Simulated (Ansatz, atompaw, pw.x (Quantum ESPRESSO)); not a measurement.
What a changed setting does to a pw.x run (sc V)

Potential: PAW, atompaw 4.2.0.5, PBE; core [Ne], reference 3s2 3p6 3d3.5 4s1.5 4p0; waves: 3s (bound): rc 1.55 bohr; 4s (bound): rc 1.45 bohr; 3p (bound): rc 1.40 bohr; 4p (bound, empty): rc 1.55 bohr; 3d (bound): rc 2.50 bohr; 3d channel at 2.45 Ry: rc 2.50 bohr; local part: bessel scheme, radius 1.70 bohr; core correction: smooth core density matched at 1.85 bohr; augmentation: gaussian compensation charge, radius 2.05 bohr; PAW radius 2.50 bohr; waves and projectors: custom rrkj gramschmidtortho.

The reference run (k-mesh 13³, cutoffs 85/850 Ry, Fermi–Dirac 0.01 Ry, mixing_beta 0.4, conv_thr 1e-9, no spin) gives 2.10 GPa at 14.583 Å³/atom, where all-electron LAPW gives 1.01 GPa. This run, with its own iteration cap, changes degauss to 0.005.

```
&control
  calculation='scf', prefix='x', pseudo_dir='./', outdir='./tmp', tstress=.true., disk_io='none'
/
&system
  ibrav=0, nat=1, ntyp=1, ecutwfc=85, ecutrho=850, nbnd=14,
  occupations='smearing', smearing='fd', degauss=0.005
/
&electrons
  conv_thr=1e-09, mixing_beta=0.4, electron_maxstep=60
/
ATOMIC_SPECIES
V 1.0 V.UPF
CELL_PARAMETERS angstrom
  2.44314340 0.00000000 0.00000000
  0.00000000 2.44314340 0.00000000
  0.00000000 0.00000000 2.44314340
ATOMIC_POSITIONS crystal
V 0.0000 0.0000 0.0000
K_POINTS automatic
13 13 13 0 0 0
```

```bash
pw.x < V.scf.in > V.scf.out
```

How does the run end?

It converges in 18 iterations; the free energy moves by +28.4 meV/atom and the pressure by -0.79 GPa. In a metal, with Fermi–Dirac smearing, F lies below its zero-width value by a term in the square of the width.

```
Message from routine setup:
     using ibrav=0 with symmetry is DISCOURAGED, use correct ibrav instead
     lattice parameter (alat)  =       4.6169  a.u.
     unit-cell volume          =      98.4110 (a.u.)^3
     number of electrons       =        13.00
     number of Kohn-Sham states=           14
     kinetic-energy cutoff     =      85.0000  Ry
     charge density cutoff     =     850.0000  Ry
     scf convergence threshold =      1.0E-09
     Exchange-correlation= SLA PW PBX PBC
     number of k points=    84  Fermi-Dirac smearing, width (Ry)=  0.0050
     iteration #  1     ecut=    85.00 Ry     beta= 0.40
     c_bands:  1 eigenvalues not converged
     c_bands:  2 eigenvalues not converged
     c_bands:  2 eigenvalues not converged
     [... 9 repeated lines left out ...]
     total energy              =    -213.95619553 Ry
     estimated scf accuracy    <       0.04491688 Ry
     iteration #  2     ecut=    85.00 Ry     beta= 0.40
     total energy              =    -213.96528048 Ry
     estimated scf accuracy    <       0.00322697 Ry
     iteration #  3     ecut=    85.00 Ry     beta= 0.40
     [... 41 repeated lines left out ...]
     total energy              =    -213.96916248 Ry
     estimated scf accuracy    <       0.00115325 Ry
     [... 12 iterations left out ...]
     iteration # 16     ecut=    85.00 Ry     beta= 0.40
     total energy              =    -213.97070204 Ry
     estimated scf accuracy    <          4.7E-09 Ry
     iteration # 17     ecut=    85.00 Ry     beta= 0.40
     total energy              =    -213.97070203 Ry
     estimated scf accuracy    <       0.00000001 Ry
     iteration # 18     ecut=    85.00 Ry     beta= 0.40
     the Fermi energy is    14.7832 ev
!    total energy              =    -213.97070203 Ry
     estimated scf accuracy    <          7.7E-10 Ry
     smearing contrib. (-TS)   =      -0.00122470 Ry
     convergence has been achieved in  18 iterations
          total   stress  (Ry/bohr**3)                   (kbar)     P=       13.05
     Message from routine punch:
     Nothing written, as per user request (disk_io='none')
```

The run took about 71 s on one core of a shared server CPU.
